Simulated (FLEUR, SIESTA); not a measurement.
A FLEUR input for a self-consistent single point of RuO2 (P4_2/mnm, 6 atoms in the cell) (DFT, PBE, all-electron FLAPW (FLEUR), scalar-relativistic valence):

Input of the input generator:

```
scf RuO2
&input film=f /
8.3766721406 0.0000000000 0.0000000000
0.0000000000 8.3766721406 0.0000000000
0.0000000000 0.0000000000 5.8143168992
1.0
1.0 1.0 1.0

6
44 0.5000000000 0.5000000000 0.5000000000
44 0.0000000000 -0.0000000000 -0.0000000000
8 0.8054400000 0.1945600000 0.5000000000
8 0.1945600000 0.8054400000 0.5000000000
8 0.3054400000 0.3054400000 0.0000000000
8 0.6945600000 0.6945600000 0.0000000000

&comp jspins=1 /
&kpt div1=6 div2=6 div3=9 gamma=t /
&end /
```

```xml
<?xml version="1.0" encoding="UTF-8" standalone="no"?>
<fleurInput fleurInputVersion="0.39">
   <comment>
      scf RuO2                                                                                            
   </comment>
   <calculationSetup>
      <cutoffs Kmax="4.7" Gmax="18.8" GmaxXC="18.8" numbands="0"/>
      <scfLoop itmax="100" minDistance="0.00001" maxIterBroyd="15" imix="Anderson" alpha="0.05" precondParam="0.0" spinf="2.0"/>
      <coreElectrons ctail="T" frcor="F" kcrel="0" coretail_lmax="0"/>
      <xcFunctional name="pbe" relativisticCorrections="F"/>
      <magnetism jspins="1"/>
      <soc l_soc="F" theta="0.0" phi="0.0" spav="F"/>
      <expertModes spex="0" secvar="F"/>
      <geometryOptimization l_f="T" forcealpha="1.0" forcemix="BFGS" epsdisp="0.00001" epsforce="0.00001"/>
      <ldaU l_linMix="F" mixParam="0.05" spinf="1.0"/>
   </calculationSetup>
   <cell>
      <bzIntegration valenceElectrons="52.0" mode="gauss" fermiSmearingEnergy="0.00367493">
         <kPointListSelection listName="default-1"/>
         <!-- k-points included here -->
         <xi:include xmlns:xi="http://www.w3.org/2001/XInclude" href="kpts.xml"> </xi:include>
      </bzIntegration>
      <!-- symmetry operations included here -->
      <xi:include xmlns:xi="http://www.w3.org/2001/XInclude" href="sym.xml"> </xi:include>
      <bulkLattice scale="1.0">
         <bravaisMatrix>
            <row-1>    8.3766721406000002     0.0000000000000000     0.0000000000000000</row-1>
            <row-2>    0.0000000000000000     8.3766721406000002     0.0000000000000000</row-2>
            <row-3>    0.0000000000000000     0.0000000000000000     5.8143168991999996</row-3>
         </bravaisMatrix>
      </bulkLattice>
   </cell>
   <atomSpecies>
      <species name="Ruthenium (Ru)" element="Ru" atomicNumber="44">
         <mtSphere radius="2.16" gridPoints="745" logIncrement="0.017"/>
         <atomicCutoffs lmax="8" lnonsphr="6"/>
         <electronConfig flipSpins="F">
            <coreConfig>(1s1/2) (2s1/2) (2p1/2) (2p3/2) (3s1/2) (3p1/2) (3p3/2) (4s1/2) (3d3/2) (3d5/2)</coreConfig>
            <valenceConfig>(4p1/2) (4p3/2) (5s1/2) (4d3/2) (4d5/2)</valenceConfig>
            <stateOccupation state="(5s1/2)" spinUp="0.5" spinDown="0.5"/>
            <stateOccupation state="(4d3/2)" spinUp="1.4" spinDown="1.4"/>
            <stateOccupation state="(4d5/2)" spinUp="2.1" spinDown="2.1"/>
         </electronConfig>
         <energyParameters s="5" p="5" d="4" f="4"/>
         <lo type="SCLO" l="1" n="4" eDeriv="0"/>
      </species>
      <species name="Oxygen (O)" element="O" atomicNumber="8">
         <mtSphere radius="1.21" gridPoints="421" logIncrement="0.025"/>
         <atomicCutoffs lmax="6" lnonsphr="4"/>
         <electronConfig flipSpins="F">
            <coreConfig>(1s1/2)</coreConfig>
            <valenceConfig>(2s1/2) (2p1/2) (2p3/2)</valenceConfig>
            <stateOccupation state="(2p1/2)" spinUp="0.6666666666667" spinDown="0.6666666666667"/>
            <stateOccupation state="(2p3/2)" spinUp="1.3333333333333" spinDown="1.3333333333333"/>
         </electronConfig>
         <energyParameters s="2" p="2" d="3" f="4"/>
      </species>
   </atomSpecies>
   <atomGroups>
      <atomGroup species="Ruthenium (Ru)">
         <relPos label="                   1">1.000/2.000 1.000/2.000 1.000/2.000</relPos>
         <relPos label="                   2">.0000000000 .0000000000 .0000000000</relPos>
         <force calculate="T" relaxXYZ="TTT"/>
      </atomGroup>
      <atomGroup species="Oxygen (O)">
         <relPos label="                   3">-.1945600000 .1945600000 1.000/2.000</relPos>
         <relPos label="                   4">.1945600000 -.1945600000 1.000/2.000</relPos>
         <relPos label="                   5">.3054400000 .3054400000 .0000000000</relPos>
         <relPos label="                   6">-.3054400000 -.3054400000 .0000000000</relPos>
         <force calculate="T" relaxXYZ="TTT"/>
      </atomGroup>
   </atomGroups>
   <output dos="F" band="F" slice="F">
      <checks vchk="F" cdinf="F"/>
      <bandDOS minEnergy="-.5*Htr" maxEnergy="0.5*Htr" sigma="0.015" storeEVData="T"/>
      <vacuumDOS vacdos="F" integ="F" star="F" nstars="0" locx1="0.0" locy1="0.0" locx2="0.0" locy2="0.0" nstm="0" tworkf="0.0"/>
      <unfoldingBand unfoldBand="F" supercellX="1" supercellY="1" supercellZ="1"/>
      <plotting iplot="0" polar="F">
         <plot TwoD="T" vec1="  1.0  0.0  0.0" vec2="  0.0  1.0  0.0" vec3="  0.0  0.0  1.0" zero="  0.0  0.0  0.0" file="plot"/>
      </plotting>
      <chargeDensitySlicing numkpt="0" minEigenval="0.0" maxEigenval="0.0" nnne="0" pallst="F"/>
      <specialOutput eonly="F"/>
      <magneticCircularDichroism mcd="F" energyLo="-10.0" energyUp="0.0"/>
   </output>
  <!-- We include the file relax.xml here to enable relaxations (see documentation) -->
  <xi:include xmlns:xi="http://www.w3.org/2001/XInclude" href="relax.xml"> <xi:fallback/> </xi:include>
</fleurInput>
```

Translate this input to SIESTA.

This is the input that was run; spellings and numerical settings could be chosen otherwise.

```
# files in the folder: Ru.psml O.psml (PseudoDojo PBE standard)
SystemName  RuO2
SystemLabel RuO2

NumberOfAtoms                6
NumberOfSpecies              2
%block ChemicalSpeciesLabel
  1 44 Ru
  2 8 O
%endblock ChemicalSpeciesLabel
LatticeConstant              1.0 Ang
%block LatticeVectors
     4.432744000    0.000000000    0.000000000
     0.000000000    4.432744000    0.000000000
     0.000000000    0.000000000    3.076804000
%endblock LatticeVectors
AtomicCoordinatesFormat      Ang
%block AtomicCoordinatesAndAtomicSpecies
     2.216372000    2.216372000    1.538402000  1
     0.000000000    0.000000000    0.000000000  1
     3.570309327    0.862434673    1.538402000  2
     0.862434673    3.570309327    1.538402000  2
     1.353937327    1.353937327    0.000000000  2
     3.078806673    3.078806673    0.000000000  2
%endblock AtomicCoordinatesAndAtomicSpecies

XC.functional                GGA
XC.authors                   PBE
PAO.BasisSize                DZP
PAO.EnergyShift              0.01 Ry
MeshCutoff                   350 Ry
%block kgrid.MonkhorstPack
    6   0   0  0.0
    0   6   0  0.0
    0   0   9  0.0
%endblock kgrid.MonkhorstPack
OccupationFunction           MP
OccupationMPOrder            0
ElectronicTemperature        1160.45 K

MaxSCFIterations             150
SCF.Mixer.Method             Broyden
SCF.Mixer.Weight             0.1
SCF.Mixer.History            6
SCF.DM.Tolerance             1.0E-04
Diag.ParallelOverK           true
WriteForces                  true
Charge.Mulliken              end
```

Basis settings and potentials, where a program has them, do not carry over. This input uses DFT, GGA PBE, numerical atomic orbitals DZP, PseudoDojo PBE standard norm-conserving potentials (rewritten from UPF to PSML).

The starting cell comes from a database of computed structures (which also holds hypothetical and non-ambient phases and stackings), without a prior relaxation at this level. Its lattice was rescaled by a random factor within 2.5 % of one.
